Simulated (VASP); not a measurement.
# MoS2 in VASP: relaxation of cell and atoms with LDA

Aim: the relaxation of cell and atoms of MoS2 with LDA.

Program: VASP 6.6.1. These are calculated values, not measurements. Logs are shortened: lines on timing, memory, paths and dates and some standing lists are left out, and cuts for length are marked.

## Step 1: The sheet as given

The cell holds a sheet with vacuum, 3 atoms: a = 3.170 Å, b = 3.170 Å, c = 19.120 Å, α = 90.00°, β = 90.00°, γ = 120.00°.

The cell was built by a generator and needn't be a form met in nature.

## Step 2: Relaxation of cell and atoms, LDA

File INCAR:

```
PREC = Accurate
ENCUT = 600
EDIFF = 1E-6
ISMEAR = 0
SIGMA = 0.03
LREAL = False
LASPH = True
NELM = 120
ALGO = Normal
ISIF = 3
LWAVE = False
LCHARG = False
IBRION = 2
NSW = 60
EDIFFG = -0.005
LATTICE_CONSTRAINTS = .TRUE. .TRUE. .FALSE.
KPAR = 2
```

File KPOINTS:

```
regular mesh
0
Gamma
  12 12 1
```

File POSCAR:

```
MoS2
1.0
    3.1700000000      0.0000000000      0.0000000000
   -1.5850000000      2.7453005300      0.0000000000
    0.0000000000      0.0000000000     19.1200000000
S Mo
2 1
Direct
    0.6666670000      0.3333330000      0.4184100400
    0.6666670000      0.3333330000      0.5815899600
    0.3333330000      0.6666670000      0.5000000000
```

Potentials or basis: VASP PAW LDA potentials, release 64 (S, Mo_sv).

Started as:

```console
> cat potpaw_LDA.64/S/POTCAR potpaw_LDA.64/Mo_sv/POTCAR > POTCAR
> mpirun -np 2 vasp_std > vasp.out
```

OUTCAR:

```text
PREC = Accurate
   ENCUT = 600
   EDIFF = 1E-6
   ISMEAR = 0
   LREAL = False
   LASPH = True
   NELM = 120
   ISIF = 3
   IBRION = 2
   NSW = 60
   EDIFFG = -0.005

 ion  position               nearest neighbor table
   1  0.667  0.333  0.418-   3 2.40   3 2.40   3 2.40
   2  0.667  0.333  0.582-   3 2.40   3 2.40   3 2.40
   3  0.333  0.667  0.500-   1 2.40   2 2.40   1 2.40   2 2.40   1 2.40   2 2.40

  LATTYP: Found a hexagonal cell.
 ALAT       =     3.1700000000
 C/A-ratio  =     6.0315457413

  Lattice vectors:

 A1 = (   3.1700000000,   0.0000000000,   0.0000000000)
 A2 = (  -1.5850000000,   2.7453005300,   0.0000000000)
 A3 = (   0.0000000000,   0.0000000000,  19.1200000000)

Analysis of symmetry for initial positions (statically):
=====================================================================
 Subroutine PRICEL returns:
 Original cell was already a primitive cell.

 Routine SETGRP: Setting up the symmetry group for a
 hexagonal supercell.

 Subroutine GETGRP returns: Found 12 space group operations
 (whereof 12 operations were pure point group operations)
 out of a pool of 24 trial point group operations.

The static configuration has the point symmetry D_3h.

Analysis of symmetry for dynamics (positions and initial velocities):
=====================================================================
 Subroutine PRICEL returns:
 Original cell was already a primitive cell.

 Routine SETGRP: Setting up the symmetry group for a
 hexagonal supercell.

 Subroutine GETGRP returns: Found 12 space group operations
 (whereof 12 operations were pure point group operations)
 out of a pool of 24 trial point group operations.

The dynamic configuration has the point symmetry D_3h.

 Subroutine INISYM returns: Found 12 space group operations
 (whereof 12 operations are pure point group operations),
 and found     1 'primitive' translations

----------------------------------------------------------------------------------------

                                     Primitive cell

  volume of cell :     166.3938

  direct lattice vectors                    reciprocal lattice vectors
     3.170000000  0.000000000  0.000000000     0.315457413  0.182129422  0.000000000
    -1.585000000  2.745300530  0.000000000     0.000000000  0.364258845  0.000000000
     0.000000000  0.000000000 19.120000000     0.000000000  0.000000000  0.052301255

  length of vectors
     3.170000000  3.170000000 19.120000000     0.364258845  0.364258845  0.052301255

  position of ions in fractional coordinates (direct lattice)
     0.666667000  0.333333000  0.418410040
     0.666667000  0.333333000  0.581589960
     0.333333000  0.666667000  0.500000000

  ion indices of the primitive-cell ions
   primitive index   ion index
                 1           1
                 2           2
                 3           3

----------------------------------------------------------------------------------------

 KPOINTS: regular mesh

Automatic generation of k-mesh.
 Grid dimensions read from file:
 generate k-points for:   12   12    1

 Generating k-lattice:

  Cartesian coordinates                     Fractional coordinates (reciprocal lattice)
     0.026288118  0.015177452  0.000000000     0.083333333  0.000000000  0.000000000
     0.000000000  0.030354904  0.000000000     0.000000000  0.083333333  0.000000000
     0.000000000  0.000000000  0.052301255     0.000000000  0.000000000  1.000000000

  Length of vectors
     0.030354904  0.030354904  0.052301255

  Shift w.r.t. Gamma in fractional coordinates (k-lattice)
     0.000000000  0.000000000  0.000000000

 Subroutine IBZKPT returns following result:
 ===========================================

 Found     19 irreducible k-points:

 Following reciprocal coordinates:
            Coordinates               Weight
  0.000000  0.000000  0.000000      1.000000
  0.083333  0.000000  0.000000      6.000000
  0.166667 -0.000000  0.000000      6.000000
  0.250000 -0.000000  0.000000      6.000000
  0.333333 -0.000000  0.000000      6.000000
  0.416667 -0.000000  0.000000      6.000000
[... 11 lines left out ...]
  0.333333  0.250000  0.000000     12.000000
  0.333333  0.333333  0.000000      2.000000
   k-points           NKPTS =     19   k-points in BZ     NKDIM =     19   number of bands    NBANDS=     17
   number of dos      NEDOS =    301   number of ions     NIONS =      3
   total plane-waves  NPLWV = 125440
   dimension x,y,z NGX =    28 NGY =   28 NGZ =  160
   dimension x,y,z NGXF=    56 NGYF=   56 NGZF=  320
   ions per type =               2   1
   NGX,Y,Z   is equivalent  to a cutoff of  14.68, 14.68, 13.91 a.u.
   NGXF,Y,Z  is equivalent  to a cutoff of  29.37, 29.37, 27.82 a.u.
 SYSTEM =  unknown system
   PREC   = accura    normal or accurate (medium, high low for compatibility)
   ISTART =      0    job   : 0-new  1-cont  2-samecut
   ICHARG =      2    charge: 1-file 2-atom 10-const
   ISPIN  =      1    spin polarized calculation?
   LNONCOLLINEAR =      F non collinear calculations
   LSORBIT =      F    spin-orbit coupling
   LASPH  =      T    aspherical Exc in radial PAW
   ENCUT  =  600.0 eV  44.10 Ry    6.64 a.u.   6.33  6.33 38.19*2*pi/ulx,y,z
   NELM   =    120;   NELMIN=  2; NELMDL= -5     # of ELM steps
   EDIFF  = 0.1E-05   stopping-criterion for ELM
   LREAL  =      F    real-space projection
   EDIFFG = -.5E-02   stopping-criterion for IOM
   NSW    =     60    number of steps for IOM
   IBRION =      2    ionic relax: 0-MD 1-quasi-New 2-CG
   NFREE  =      1    steps in history (QN), initial steepest desc. (CG)
   ISIF   =      3    stress and relaxation
   ISYM   =      2    0-nonsym 1-usesym 2-fastsym
   POTIM  = 0.5000    time-step for ionic-motion
   TEBEG  =    0.0;   TEEND  =   0.0 temperature during run
   PSTRESS=    0.0 pullay stress
   NELECT =      26.0000    total number of electrons
   NUPDOWN=      -1.0000    fix difference up-down
   EMIN   =  10.00;   EMAX   =-10.00  energy-range for DOS
   EFERMI =   0.00;   METHOD = LEGACY
   ISMEAR =     0;   SIGMA  =   0.03  broadening in eV -4-tet -1-fermi 0-gaus
   EFERMI_NEDOS =   21; number of points for ismear=-14 and -15
   IALGO  =     38    algorithm
   IMIX   =      4    mixing-type and parameters
     AMIX     =   0.40;   BMIX     =  1.00
     AMIX_MAG =   1.60;   BMIX_MAG =  1.00
  volume/ion in A,a.u.               =      55.46       374.29
  Fermi-wavevector in a.u.,A,eV,Ry     =   0.881767  1.666297 10.578695  0.777512
  Thomas-Fermi vector in A             =   2.002307
   LORBIT       =      0    0 simple, 1 ext, 2 COOP (PROOUT), +10 PAW based schemes
   GGA     = CA    functional components
   LHFCALC =     F    Hartree Fock is set to
   AEXX    =    0.0000 exact exchange contribution
   IVDW    =     0    specifies the selected vdW correction
   LEPSILON=     F    determine dielectric tensor
   LRPA    =     F    only Hartree local field effects (RPA)
 conjugate gradient relaxation of ions
 non-spin polarized calculation
 Gauss-broadening in eV      SIGMA  =   0.03
  energy-cutoff  :      600.00
  volume of cell :      166.39
 maximum number of plane-waves:      5587
 NGX is ok and might be reduce to    28
   NGX = 13   NGY = 13   NGZ = 77

--------------------------------------- Ionic step        1  -------------------------------------------

 number of electron      25.9999999 magnetization

 Free energy of the ion-electron system (eV)
  ---------------------------------------------------
  ext. energy  EPLUGINS =         0.00000000
  ---------------------------------------------------
  free energy    TOTEN  =       -24.33463123 eV

  energy without entropy =      -24.33463123  energy(sigma->0) =      -24.33463123

------------------------ aborting loop because EDIFF is reached ----------------------------------------

  FORCE on cell =-STRESS in cart. coord.  units (eV):
  Direction    XX          YY          ZZ          XY          YZ          ZX
  --------------------------------------------------------------------------------------
  -------------------------------------------------------------------------------------
  Total       -1.9207312     -1.9207312     -1.4290575      0.0000000      0.0000000      0.0000000
  in kB      -18.4943948    -18.4943948    -13.7601527      0.0000000      0.0000000      0.0000000
  external PRESSURE =     -16.9163141 kB  Pullay stress =       0.0000000 kB
[... 92 lines left out ...]
  FREE ENERGIE OF THE ION-ELECTRON SYSTEM (eV)
  ---------------------------------------------------
  free  energy   TOTEN  =       -24.3677945072 eV

  energy  without entropy=      -24.3677945072  energy(sigma->0) =      -24.36779451

[... ionic steps 4 to 8 ...]

--------------------------------------- Ionic step        9  -------------------------------------------

 number of electron      26.0000000 magnetization

------------------------ aborting loop because EDIFF is reached ----------------------------------------

  FORCE on cell =-STRESS in cart. coord.  units (eV):
  Direction    XX          YY          ZZ          XY          YZ          ZX
  --------------------------------------------------------------------------------------
  -------------------------------------------------------------------------------------
  Total        0.0303393      0.0303393     -0.0032190      0.0000000     -0.0000000     -0.0000000
  in kB        0.3014498      0.3014498     -0.0319843      0.0000000     -0.0000000     -0.0000000
  external PRESSURE =       0.1903051 kB  Pullay stress =       0.0000000 kB
[... 59 lines left out ...]
  energy  without entropy=      -24.3679764260  energy(sigma->0) =      -24.36797643

--------------------------------------- Ionic step       11  -------------------------------------------

 number of electron      26.0000000 magnetization

 Free energy of the ion-electron system (eV)
  ---------------------------------------------------
  ext. energy  EPLUGINS =         0.00000000
  ---------------------------------------------------
  free energy    TOTEN  =       -24.36799223 eV

  energy without entropy =      -24.36799223  energy(sigma->0) =      -24.36799223

 E-fermi :  -1.7288     XC(G=0):  -4.1500

 val. band max:       -1.9027898987   @ k =   0.3333   0.3333   0.0000
 cond. band min:      -0.0364973674   @ k =   0.3333   0.3333   0.0000
 fundamental gap:      1.8662925313
 Fermi energy:        -1.7288333811

 k-point     1 :       0.0000    0.0000    0.0000
  band No.  band energies     occupation
      1     -62.3091      2.00000
      2     -36.7055      2.00000
      3     -36.4102      2.00000
      4     -36.4102      2.00000
      5     -16.1364      2.00000
      6     -14.7424      2.00000
[... 9 lines left out ...]
     16       1.3438      0.00000
     17       1.3438      0.00000
[... 388 lines left out ...]
  FREE ENERGIE OF THE ION-ELECTRON SYSTEM (eV)
  ---------------------------------------------------
  free  energy   TOTEN  =       -24.3679922305 eV

  energy  without entropy=      -24.3679922305  energy(sigma->0) =      -24.36799223

 reached required accuracy - stopping structural energy minimisation
```

Wall time 98 s (2 MPI ranks of Intel Xeon 6975P-C (Granite Rapids), shared host); peak memory 0.31 GiB.

What came out:

```yaml
Free_energy: -24.3680 eV
Relaxed_volume: 53.77 Å³/atom
Relaxed_cell: a = 3.121 Å, b = 3.121 Å, c = 19.120 Å, α = 90.00°, β = 90.00°, γ = 120.00°
Space_group_after_relaxing_to_0.05_Å: P-6m2 (No. 187)
Energy_gained_by_relaxing: 11.1 meV/atom
Ionic_steps: 11
Band_gap_on_the_k_mesh: 1.87 eV, direct
```

The path:
```
step  energy change (eV)  largest force (eV/Å)  pressure (GPa)  volume (Å³)
   1              0.0000                0.4525           -1.69       166.39
   2              0.0132                0.6896            2.31       156.27
   3             -0.0332                0.0436            0.01       161.65
   4             -0.0332                0.0539            0.04       161.55
   5             -0.0333                0.0246            0.03       161.37
   6             -0.0334                0.0066            0.01       161.26
   7             -0.0334                0.0017            0.01       161.23
   8             -0.0334                0.0044            0.02       161.24
   9             -0.0334                0.0057            0.02       161.25
  10             -0.0333                0.0130           -0.04       161.40
  11             -0.0334                0.0008           -0.01       161.30
```

Final structure:
```xyz
3
Lattice="3.1211 0.0000 0.0000 -1.5605 2.7029 0.0000 0.0000 0.0000 19.1200" Properties=species:S:1:pos:R:3 pbc="T T T"
S     1.5605    0.9010    8.0068
S     1.5605    0.9010   11.1132
Mo    0.0000    1.8019    9.5600
```

Expect the measured gap to be larger: semilocal functionals such as LDA lack the derivative discontinuity.
